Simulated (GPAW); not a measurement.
## zigzag Cr chain, bond 2.638 A: cost and accuracy of the functional

Aim: see how far moments and order energies of zigzag Cr chain, bond 2.638 A move with the functional, and what each set costs.

Method: several functionals; plane waves with GPAW's PAW setups, scalar-relativistic, in GPAW 26.7.0.

### 1. Set-up

The cell holds 2 atoms: 2 Cr. Cell: a = 12.000 Å, b = 12.000 Å, c = 3.166 Å, α = 90.0°, β = 90.0°, γ = 90.0°. model lattice. Vacuum lies along a and b. The structure's axis is c.

As a file:

```cif
data_structure
_symmetry_space_group_name_H-M 'P 1'
_symmetry_Int_Tables_number 1
_cell_length_a 12.0000
_cell_length_b 12.0000
_cell_length_c 3.1656
_cell_angle_alpha 90.000
_cell_angle_beta 90.000
_cell_angle_gamma 90.000
_cell_volume 455.85
loop_
_atom_site_label
_atom_site_type_symbol
_atom_site_fract_x
_atom_site_fract_y
_atom_site_fract_z
_atom_site_occupancy
Cr1 Cr 0.41207 0.50000 0.00000 1
Cr2 Cr 0.58793 0.50000 0.50000 1
```

### 2. Set 1 (LDA), start ferro ++

Each set takes another functional on the same cell and mesh.

order1.py reads:

```python
import json
import numpy as np
from ase import Atoms
from ase.parallel import paropen, parprint
from gpaw import GPAW

atoms = Atoms(['Cr', 'Cr'],
    cell=[[12.0, 0.0, 0.0],
         [0.0, 12.0, 0.0],
         [0.0, 0.0, 3.1656]],
    scaled_positions=[[0.41206667, 0.5, 0.0],
         [0.58793333, 0.5, 0.5]],
    pbc=True,
    magmoms=[2.5, 2.5])
atoms.calc = GPAW(mode={'name': 'pw', 'ecut': 550},
    xc='LDA',
    kpts={'size': (1, 1, 8), 'gamma': True},
    occupations={'name': 'fermi-dirac', 'width': 0.05},
    convergence={'density': 1e-05, 'energy': 1e-05},
    maxiter=200,
    symmetry={'tolerance': 1e-4},
    txt='order1.txt')
e = atoms.get_potential_energy(force_consistent=True)
res = {'free_energy': e, 'energy_sigma0': atoms.get_potential_energy(), 'fermi_energy': atoms.calc.get_fermi_level()}
res['moments'] = atoms.get_magnetic_moments().tolist()
res['total'] = atoms.get_magnetic_moment()
parprint('site moments (muB):', np.round(res['moments'], 3))
parprint(f"total moment: {res['total']:.3f} muB")
parprint(f'free energy: {e:.6f} eV')
atoms.calc.write('order1.gpw')
with paropen('results.json', 'w') as f:
    json.dump(res, f)
```

Run with:

```console
$ OMP_NUM_THREADS=1 python3 order1.py > order1.log
```

Output:

```text
site moments (muB): [3.757 3.757]
total moment: 9.587 muB
free energy: -12.794098 eV

--- order1.txt ---
Input parameters:
  mode=PW(ecut=550),
  convergence={'density': 1e-05, 'energy': 1e-05},
  kpts=MonkhorstPack(size=(1, 1, 8), gamma=True),
  maxiter=200,
  occupations=Occupations(name='fermi-dirac', width=0.05),
  symmetry=Symmetry(tolerance=0.0001),
  xc=XC(name='LDA')

Diagonalizing LCAO Hamiltonian
Converting LCAO to pw mode
        .----------------------------.
       /|                            |
      / |                            |
     /  |                            |
    /   .----------------------------.
   /   /              Cr            /
  /   /                            /
 *   /                            /
 |  /           Cr               /
 | /                            /
 |/                            /
 *----------------------------*

Atoms  # Å, Bohr magnetons
|   | symbol |        x |        y |        z |    initial magnetic moments |
|---|--------|----------|----------|----------|-----------------------------|
| 0 |     Cr | 4.944800 | 6.000000 | 0.000000 | ( 0.0000,  0.0000,  2.5000) |
| 1 |     Cr | 7.055200 | 6.000000 | 1.582800 | ( 0.0000,  0.0000,  2.5000) |

Unit cell  # Å
| periodic |         x |         y |        z |   lengths |    angles |
|----------|-----------|-----------|----------|-----------|-----------|
|      yes | 12.000000 |  0.000000 | 0.000000 | 12.000000 | 90.000000 |
|      yes |  0.000000 | 12.000000 | 0.000000 | 12.000000 | 90.000000 |
|      yes |  0.000000 |  0.000000 | 3.165600 |  3.165600 | 90.000000 |

Number of symmetries: 4

BZ-sampling:
  Number of BZ points: 8
  Number of IBZ points: 5

  Monkhorst-Pack size: [1, 1, 8]
  Monkhorst-Pack shift: [0.0, 0.0, 0.0625]

Plane wave coefficients: 13452
Cutoff: 550.0 eV

Spin-components: 2 (collinear spins)
Bands:           15
Projectors:      12
Spin-degeneracy: 1
Datatype:        complex128

Parallelization:
  kpt:    1
  domain: 1
  band:   1

Density:
  Valence electrons: 12.0
  Components: 2
  Grid points: [70 70 18]
  Charge: 0.0  # |e|

Potential:
  Grid points: [70 70 18]

[... setups left out ...]
Reference energy: -57053.366723  # eV

eigensolver:
  PPCG
  Converge bands: occupied
  niter=2

density mixing:
  MSR1-Mixer
  Pratt-step length: 0.05
  Maximum mixing coefficient: 0.75
  Old densities: 10
  SVD Regularization: 0.005
  Good broyden scale: 1.0
  Trust region scale: 1.0
  Backstep threshold: 4.0
  History deletion threshold: 6.0
  Fourier metric: weight=20.0, sigma=0.015

occupation numbers:
  Fermi-Dirac:
    width: 0.0500  # eV

poisson solver:
  ecut: 4400.0  # eV

xc functional:
  name: None

convergence criteria:
- Maximum integral of absolute [dens]ity change: 1e-05 electrons / valence electron
- Maximum [total energy] change in last 3 cyles: 1e-05 eV / valence electron
- Maximum integral of absolute [eigenst]ate change: 4e-08 eV^2 / valence electron
maximum number of iterations: 200

SCF iterations
|iter     |      energy | eigst |  dens |  magmom |
|---------|-------------|-------|-------|---------|
|iter:   1|       0s |  -14.698180 | +0.64 |       |  +4.9931|
|iter:   2|       3s |  -13.677939 | -1.02 | -0.19 |  +5.1329|
|iter:   3|       6s |  -13.001812 | +0.45 | -0.24 |  +6.8659|
|iter:   4|       9s |  -12.670583 | +0.14 | -0.49 |  +7.3187|
|iter:   5|      11s |  -12.808902 | -0.70 | -0.65 |  +8.4937|
|iter:   6|      14s |  -12.880656 | -1.06 | -0.86 |  +9.0424|
|iter:   7|      17s |  -12.782560 | -1.25 | -0.91 |  +9.3885|
|iter:   8|      20s |  -12.768760 | -1.66 | -1.21 |  +9.2909|
|iter:   9|      22s |  -12.777283 | -2.17 | -1.61 |  +9.6219|
|iter:  10|      25s |  -12.777421 | -2.49 | -1.89 |  +9.6029|
[... 11 iterations left out ...]
|iter:  22|      59s |  -12.778208c| -5.69 | -4.39 |  +9.5869|
|iter:  23|      63s |  -12.778211c| -5.92 | -4.52 |  +9.5869|
|iter:  24|      65s |  -12.778211c| -6.12 | -4.67 |  +9.5869|
|iter:  25|      68s |  -12.778212c| -6.33 | -4.94 |  +9.5868|
|iter:  26|      71s |  -12.778212c| -6.61 | -4.97 |  +9.5868|
|iter:  27|      74s |  -12.778213c| -6.88 | -5.24c|  +9.5868|
|iter:  28|      76s |  -12.778212c| -7.05 | -5.26c|  +9.5867|
|iter:  29|      79s |  -12.778213c| -7.27 | -5.48c|  +9.5867|
|iter:  30|      81s |  -12.778213c| -7.39 | -5.57c|  +9.5867|
|iter:  31|      83s |  -12.778213c| -7.55c| -5.70c|  +9.5867|

Converged in 31 steps
Energy contributions relative to reference atoms: (reference = -57053.366723)

Energy contributions:
  Kinetic:           7.120205
  Coulomb:          -9.201939
  Zero:              0.000175
  External:          0.000000
  Xc:              -10.680768
  Entropy:          -0.031770
  Spinorbit:         0.000000
  ----------------------------
  Free energy:     -12.794098
  Extrapolated:    -12.778213

dipole moment: (0.000132, 0.000133, -7.548507)  # |e|*Ang

Total magnetic moment: (0.000000, 0.000000, 9.586741)

Local magnetic moments
|        x |        y |        z |
|----------|----------|----------|
| 0.000000 | 0.000000 | 3.756839 |  # Cr   0
| 0.000000 | 0.000000 | 3.756841 |  # Cr   1

Fermi level: -3.174
Eigenvalues  # (at kpt = [0.000, 0.000, 0.000])
| band index |      eig [eV] | occ [0-1] |      eig [eV] | occ [0-1] |
|------------|---------------|-----------|---------------|-----------|
|          0 |        -7.296 |     1.000 |        -5.551 |     1.000 |
|          1 |        -5.854 |     1.000 |        -3.512 |     0.999 |
|          2 |        -4.836 |     1.000 |        -2.089 |     0.000 |
|          3 |        -4.714 |     1.000 |        -1.769 |     0.000 |
|          4 |        -4.468 |     1.000 |        -1.546 |     0.000 |
|          5 |        -3.802 |     1.000 |        -1.438 |     0.000 |
|          6 |        -3.798 |     1.000 |        -0.875 |     0.000 |
|          7 |        -3.723 |     1.000 |        -0.870 |     0.000 |
|          8 |        -3.721 |     1.000 |        -0.694 |     0.000 |
|          9 |        -3.562 |     1.000 |        -0.319 |     0.000 |
|         10 |        -3.341 |     0.965 |        -0.302 |     0.000 |
|         11 |        -2.882 |     0.003 |        -0.153 |     0.000 |
|         12 |        -2.335 |     0.000 |         0.255 |     0.000 |
|         13 |        -1.447 |     0.000 |         0.605 |     0.000 |
|         14 |         0.200 |     0.000 |         1.403 |     0.000 |

No gap
No difference between direct/indirect transitions
```

Run time: 89 s. Hardware: 1 MPI rank of Intel Xeon Platinum 8259CL at 2.50GHz (Skylake/Cascade Lake), shared host; peak memory 0.39 GiB.

Numbers from this step:

* magnetization: 9.587 μB
* final state: ferromagnetic
* largest moment: 3.757 μB

After 31 cycles the largest moment stands at 3.76 μB.

### 3. Set 1 (LDA), start antiferro +-

The second start gives the energy difference between the two end states, the quantity that is followed from set to set.

order2.py is the script of step 2 with these lines changed:

```diff
@@ -13,3 +13,3 @@
     pbc=True,
-    magmoms=[2.5, 2.5])
+    magmoms=[2.5, -2.5])
 atoms.calc = GPAW(mode={'name': 'pw', 'ecut': 550},
@@ -21,3 +21,3 @@
     symmetry={'tolerance': 1e-4},
-    txt='order1.txt')
+    txt='order2.txt')
 e = atoms.get_potential_energy(force_consistent=True)
@@ -29,3 +29,3 @@
 parprint(f'free energy: {e:.6f} eV')
-atoms.calc.write('order1.gpw')
+atoms.calc.write('order2.gpw')
 with paropen('results.json', 'w') as f:
```

Run with:

```console
$ OMP_NUM_THREADS=1 python3 order2.py > order2.log
```

Output:

```text
site moments (muB): [ 3.647 -3.647]
total moment: -0.000 muB
free energy: -13.822081 eV

--- order2.txt ---
Input parameters:
  mode=PW(ecut=550),
  convergence={'density': 1e-05, 'energy': 1e-05},
  kpts=MonkhorstPack(size=(1, 1, 8), gamma=True),
  maxiter=200,
  occupations=Occupations(name='fermi-dirac', width=0.05),
  symmetry=Symmetry(tolerance=0.0001),
  xc=XC(name='LDA')

Diagonalizing LCAO Hamiltonian
Converting LCAO to pw mode
        .----------------------------.
       /|                            |
      / |                            |
     /  |                            |
    /   .----------------------------.
   /   /              Cr            /
  /   /                            /
 *   /                            /
 |  /           Cr               /
 | /                            /
 |/                            /
 *----------------------------*

Atoms  # Å, Bohr magnetons
|   | symbol |        x |        y |        z |    initial magnetic moments |
|---|--------|----------|----------|----------|-----------------------------|
| 0 |     Cr | 4.944800 | 6.000000 | 0.000000 | ( 0.0000,  0.0000,  2.5000) |
| 1 |     Cr | 7.055200 | 6.000000 | 1.582800 | ( 0.0000,  0.0000, -2.5000) |

Number of symmetries: 4

BZ-sampling:
  Number of BZ points: 8
  Number of IBZ points: 5

  Monkhorst-Pack size: [1, 1, 8]
  Monkhorst-Pack shift: [0.0, 0.0, 0.0625]

Plane wave coefficients: 13452
Cutoff: 550.0 eV

Spin-components: 2 (collinear spins)
Bands:           12
Projectors:      12
Spin-degeneracy: 1
Datatype:        complex128

Parallelization:
  kpt:    1
  domain: 1
  band:   1

Density:
[...]
|iter:  30|      67s |  -13.818899c| -6.83 | -4.77 |  -0.0000|
|iter:  31|      69s |  -13.818899c| -6.99 | -5.09c|  -0.0000|
|iter:  32|      71s |  -13.818899c| -7.18 | -5.53c|  -0.0000|
|iter:  33|      73s |  -13.818899c| -7.30 | -5.81c|  -0.0000|
|iter:  34|      75s |  -13.818899c| -7.42c| -5.75c|  -0.0000|

Converged in 34 steps
Energy contributions relative to reference atoms: (reference = -57053.366723)

Energy contributions:
  Kinetic:          -1.013578
  Coulomb:          -2.736878
  Zero:              0.008374
  External:          0.000000
  Xc:              -10.073635
  Entropy:          -0.006364
  Spinorbit:         0.000000
  ----------------------------
  Free energy:     -13.822081
  Extrapolated:    -13.818899

dipole moment: (0.000132, 0.000133, -7.554262)  # |e|*Ang

Total magnetic moment: (0.000000, 0.000000, -0.000000)

Local magnetic moments
|        x |        y |         z |
|----------|----------|-----------|
| 0.000000 | 0.000000 |  3.647354 |  # Cr   0
| 0.000000 | 0.000000 | -3.647361 |  # Cr   1

Fermi level: -2.925
Eigenvalues  # (at kpt = [0.000, 0.000, 0.000])
| band index |      eig [eV] | occ [0-1] |      eig [eV] | occ [0-1] |
|------------|---------------|-----------|---------------|-----------|
|          0 |        -6.273 |     1.000 |        -6.273 |     1.000 |
|          1 |        -4.674 |     1.000 |        -4.674 |     1.000 |
|          2 |        -3.961 |     1.000 |        -3.961 |     1.000 |
|          3 |        -3.840 |     1.000 |        -3.840 |     1.000 |
|          4 |        -3.615 |     1.000 |        -3.615 |     1.000 |
[...]
|          8 |        -1.212 |     0.000 |        -1.212 |     0.000 |
|          9 |        -0.705 |     0.000 |        -0.705 |     0.000 |
|         10 |        -0.651 |     0.000 |        -0.651 |     0.000 |
|         11 |         0.090 |     0.000 |         0.090 |     0.000 |

No gap
No difference between direct/indirect transitions
```

Elapsed: 81 s, on 1 MPI rank; peak memory 0.38 GiB.

This step gave:

```
magnetization  : 0 μB
final state    : antiferromagnetic
largest moment : 3.647 μB
```

This start lies -514.0 meV a seeded atom from the first; its largest moment is 3.65 μB.

### 4. Set 2 (revPBE), start ferro ++

order1.py is the script of step 2 with these lines changed:

```diff
@@ -15,3 +15,3 @@
 atoms.calc = GPAW(mode={'name': 'pw', 'ecut': 550},
-    xc='LDA',
+    xc='revPBE',
     kpts={'size': (1, 1, 8), 'gamma': True},
```

Run with:

```console
$ OMP_NUM_THREADS=1 python3 order1.py > order1.log
```

Output:

```text
site moments (muB): [3.832 3.832]
total moment: 9.904 muB
free energy: -12.479207 eV

--- order1.txt ---
Input parameters:
  mode=PW(ecut=550),
  convergence={'density': 1e-05, 'energy': 1e-05},
  kpts=MonkhorstPack(size=(1, 1, 8), gamma=True),
  maxiter=200,
  occupations=Occupations(name='fermi-dirac', width=0.05),
  symmetry=Symmetry(tolerance=0.0001),
  xc=XC(name='revPBE')

Diagonalizing LCAO Hamiltonian
[...]
|          3 |        -4.300 |     1.000 |        -1.091 |     0.000 |
|          4 |        -4.132 |     1.000 |        -0.894 |     0.000 |
[...]
|         11 |        -2.488 |     0.004 |         0.438 |     0.000 |
|         12 |        -2.059 |     0.000 |         0.970 |     0.000 |
|         13 |        -1.219 |     0.000 |         1.003 |     0.000 |
|         14 |         0.406 |     0.000 |         1.343 |     0.000 |

No gap
No difference between direct/indirect transitions


[key lines of the parts left out:]
Free energy:     -12.479207
Converged in 25 steps
dipole moment: (0.000129, 0.000130, -7.474930)  # |e|*Ang
Fermi level: -2.763
```

Elapsed: 87 s, on 1 MPI rank; peak memory 0.4 GiB.

Read from the output:

| Quantity | Value |
| --- | --- |
| magnetization | 9.904 μB |
| final state | ferromagnetic |
| largest moment | 3.832 μB |

The largest moment moves by +0.08 μB from set 1, at 0.97 times its CPU time.

### 5. Set 2 (revPBE), start antiferro +-

order2.py is the script of step 3 with these lines changed:

```diff
@@ -15,3 +15,3 @@
 atoms.calc = GPAW(mode={'name': 'pw', 'ecut': 550},
-    xc='LDA',
+    xc='revPBE',
     kpts={'size': (1, 1, 8), 'gamma': True},
```

Run with:

```console
$ OMP_NUM_THREADS=1 python3 order2.py > order2.log
```

Output:

```text
site moments (muB): [ 3.714 -3.714]
total moment: 0.000 muB
free energy: -13.581632 eV

--- order2.txt ---
Input parameters:
  mode=PW(ecut=550),
  convergence={'density': 1e-05, 'energy': 1e-05},
  kpts=MonkhorstPack(size=(1, 1, 8), gamma=True),
  maxiter=200,
  occupations=Occupations(name='fermi-dirac', width=0.05),
  symmetry=Symmetry(tolerance=0.0001),
  xc=XC(name='revPBE')

Diagonalizing LCAO Hamiltonian
[...]
|          3 |        -3.532 |     1.000 |        -3.532 |     1.000 |
|          4 |        -3.268 |     1.000 |        -3.268 |     1.000 |
[...]
|          8 |        -0.670 |     0.000 |        -0.670 |     0.000 |
|          9 |        -0.231 |     0.000 |        -0.231 |     0.000 |
|         10 |        -0.002 |     0.000 |        -0.002 |     0.000 |
|         11 |         0.780 |     0.000 |         0.780 |     0.000 |

No gap
No difference between direct/indirect transitions


[key lines of the parts left out:]
Free energy:     -13.581632
Converged in 18 steps
dipole moment: (0.000130, 0.000130, -7.488163)  # |e|*Ang
Fermi level: -2.469
```

Run time: 53 s. Hardware: 1 MPI rank; peak memory 0.4 GiB.

Read from the output:

- magnetization: 0 μB
- final state: antiferromagnetic
- largest moment: 3.714 μB

This start lies -551.2 meV a seeded atom from the first, a change of -37.2 meV since set 1; its largest moment is 3.71 μB.

### 6. Set 3 (PBE), start ferro ++

order1.py is the script of step 4 with these lines changed:

```diff
@@ -15,3 +15,3 @@
 atoms.calc = GPAW(mode={'name': 'pw', 'ecut': 550},
-    xc='revPBE',
+    xc='PBE',
     kpts={'size': (1, 1, 8), 'gamma': True},
```

Run with:

```console
$ OMP_NUM_THREADS=1 python3 order1.py > order1.log
```

Output:

```text
site moments (muB): [3.74 3.74]
total moment: 9.561 muB
free energy: -12.605317 eV

--- order1.txt ---
Input parameters:
  mode=PW(ecut=550),
  convergence={'density': 1e-05, 'energy': 1e-05},
  kpts=MonkhorstPack(size=(1, 1, 8), gamma=True),
  maxiter=200,
  occupations=Occupations(name='fermi-dirac', width=0.05),
  symmetry=Symmetry(tolerance=0.0001),
  xc=XC(name='PBE')

Diagonalizing LCAO Hamiltonian
[...]
|          3 |        -4.431 |     1.000 |        -1.342 |     0.000 |
|          4 |        -4.227 |     1.000 |        -1.114 |     0.000 |
[...]
|         11 |        -2.627 |     0.003 |         0.189 |     0.000 |
|         12 |        -2.128 |     0.000 |         0.747 |     0.000 |
|         13 |        -1.264 |     0.000 |         0.996 |     0.000 |
|         14 |         0.342 |     0.000 |         1.070 |     0.000 |

No gap
No difference between direct/indirect transitions


[key lines of the parts left out:]
Free energy:     -12.605317
Converged in 20 steps
dipole moment: (0.000130, 0.000130, -7.500554)  # |e|*Ang
Fermi level: -2.915
```

The job ended after 64 s (1 MPI rank; peak memory 0.4 GiB).

This step gave:

```
magnetization  : 9.561 μB
final state    : ferromagnetic
largest moment : 3.740 μB
```

The largest moment moves by -0.09 μB from set 2, at 0.74 times its CPU time.

### 7. Set 3 (PBE), start antiferro +-

order2.py is the script of step 5 with these lines changed:

```diff
@@ -15,3 +15,3 @@
 atoms.calc = GPAW(mode={'name': 'pw', 'ecut': 550},
-    xc='revPBE',
+    xc='PBE',
     kpts={'size': (1, 1, 8), 'gamma': True},
```

Run with:

```console
$ OMP_NUM_THREADS=1 python3 order2.py > order2.log
```

Output:

```text
site moments (muB): [ 3.69 -3.69]
total moment: 0.000 muB
free energy: -13.707655 eV

--- order2.txt ---
Input parameters:
  mode=PW(ecut=550),
  convergence={'density': 1e-05, 'energy': 1e-05},
  kpts=MonkhorstPack(size=(1, 1, 8), gamma=True),
  maxiter=200,
  occupations=Occupations(name='fermi-dirac', width=0.05),
  symmetry=Symmetry(tolerance=0.0001),
  xc=XC(name='PBE')

Diagonalizing LCAO Hamiltonian
[...]
|          3 |        -3.610 |     1.000 |        -3.610 |     1.000 |
|          4 |        -3.358 |     1.000 |        -3.358 |     1.000 |
[...]
|          8 |        -0.783 |     0.000 |        -0.783 |     0.000 |
|          9 |        -0.355 |     0.000 |        -0.355 |     0.000 |
|         10 |        -0.173 |     0.000 |        -0.173 |     0.000 |
|         11 |         0.598 |     0.000 |         0.598 |     0.000 |

No gap
No difference between direct/indirect transitions


[key lines of the parts left out:]
Free energy:     -13.707655
Converged in 20 steps
dipole moment: (0.000132, 0.000130, -7.503772)  # |e|*Ang
Fermi level: -2.598
```

The job ended after 55 s (1 MPI rank; peak memory 0.4 GiB).

Read from the output:

| Quantity | Value |
| --- | --- |
| magnetization | 0 μB |
| final state | antiferromagnetic |
| largest moment | 3.690 μB |

This start lies -551.2 meV a seeded atom from the first, a change of +0.0 meV since set 2; its largest moment is 3.69 μB.

(Continued in part 2 of 2.)

[Logs and program files are shortened in this print: banners, set-up blocks, solver, clock and traceback lines can be left out without a mark of their own.]

[Logs are printed without paths, hosts, clocks, repeated set-up lines and the standing remarks that a program may print on its own settings, such as how far it seeks lower states.]

[Hosts, paths, dates, database ids (printed as entryN), source tags and the programs' standing remarks are cut or masked in the printed files.]

[Where a cell is said to come from a database of computed structures, the database is the Materials Project.]
